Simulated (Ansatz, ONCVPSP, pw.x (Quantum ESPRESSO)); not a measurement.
## pw.x on diamond Sb: one setting changed

Potential: optimised norm-conserving Vanderbilt (ONCV), ONCVPSP 4.0.1.1 (patched build), PBE; core [Ar] 3d10, reference 4s2 4p6 4d10 5s2 5p3; waves: 4s+5s: rc 1.30 bohr, ncon 4, nbas 9, qcut 11.2 1/bohr, 2 projectors; 4p+5p: rc 1.50 bohr, ncon 3, nbas 7, qcut 9 1/bohr, 2 projectors; 4d: rc 1.05 bohr, ncon 4, nbas 7, qcut 10.9 1/bohr, local; local part: the d channel; core correction: Teter function, fcfact 2, rcfact 1.1.

The reference run (k-mesh 8³, cutoffs 135/540 Ry, Fermi–Dirac 0.01 Ry, mixing_beta 0.4, conv_thr 1e-9, no spin) gives 0.08 GPa at 42.794 Å³/atom, where all-electron LAPW gives -0.01 GPa. This run, with its own iteration cap, changes diagonalization to cg.

```
&control
  calculation='scf', prefix='x', pseudo_dir='./', outdir='./tmp', tstress=.true., disk_io='none'
/
&system
  ibrav=0, nat=2, ntyp=1, ecutwfc=135, ecutrho=540, nbnd=34,
  occupations='smearing', smearing='fd', degauss=0.01
/
&electrons
  conv_thr=1e-09, mixing_beta=0.4, electron_maxstep=50, diagonalization='cg'
/
ATOMIC_SPECIES
Sb 1.0 Sb.UPF
CELL_PARAMETERS angstrom
  0.00000000 3.49779453 3.49779453
  3.49779453 0.00000000 3.49779453
  3.49779453 3.49779453 0.00000000
ATOMIC_POSITIONS crystal
Sb 0.0000 0.0000 0.0000
Sb 0.2500 0.2500 0.2500
K_POINTS automatic
8 8 8 0 0 0
```

```bash
pw.x < Sb.scf.in > Sb.scf.out
```

How does the run end?

It converges in 9 iterations; the free energy moves by +0.0 meV/atom and the pressure by +0.01 GPa. The result is that of the reference run.

```
Message from routine setup:
     using ibrav=0 with symmetry is DISCOURAGED, use correct ibrav instead
     lattice parameter (alat)  =       9.3478  a.u.
     unit-cell volume          =     577.5765 (a.u.)^3
     number of electrons       =        46.00
     number of Kohn-Sham states=           34
     kinetic-energy cutoff     =     135.0000  Ry
     charge density cutoff     =     540.0000  Ry
     scf convergence threshold =      1.0E-09
     Exchange-correlation= PBE
     number of k points=    29  Fermi-Dirac smearing, width (Ry)=  0.0100
     iteration #  1     ecut=   135.00 Ry     beta= 0.40
     c_bands:  1 eigenvalues not converged
     c_bands:  1 eigenvalues not converged
     c_bands:  1 eigenvalues not converged
     total energy              =    -969.04731507 Ry
     estimated scf accuracy    <       0.01011214 Ry
     iteration #  2     ecut=   135.00 Ry     beta= 0.40
     total energy              =    -969.04688190 Ry
     estimated scf accuracy    <       0.00313257 Ry
     iteration #  3     ecut=   135.00 Ry     beta= 0.40
     total energy              =    -969.04703722 Ry
     estimated scf accuracy    <       0.00002834 Ry
     [... 3 iterations left out ...]
     iteration #  7     ecut=   135.00 Ry     beta= 0.40
     total energy              =    -969.04705018 Ry
     estimated scf accuracy    <       0.00000048 Ry
     iteration #  8     ecut=   135.00 Ry     beta= 0.40
     total energy              =    -969.04705027 Ry
     estimated scf accuracy    <          3.3E-09 Ry
     iteration #  9     ecut=   135.00 Ry     beta= 0.40
     the Fermi energy is     7.2626 ev
!    total energy              =    -969.04705027 Ry
     estimated scf accuracy    <          3.8E-10 Ry
     smearing contrib. (-TS)   =      -0.00641091 Ry
     The total energy is F=E-TS. E is the sum of the following terms:
     one-electron contribution =    -857.53659668 Ry
     hartree contribution      =     404.40679646 Ry
     xc contribution           =     -84.79576890 Ry
     ewald contribution        =    -431.11507025 Ry
     convergence has been achieved in   9 iterations
          total   stress  (Ry/bohr**3)                   (kbar)     P=        0.85
     Message from routine punch:
     Nothing written, as per user request (disk_io='none')
```

The run took about 4.8 min on one core of a shared host (Neoverse-V2, 96 threads, 742 GiB, load 38).
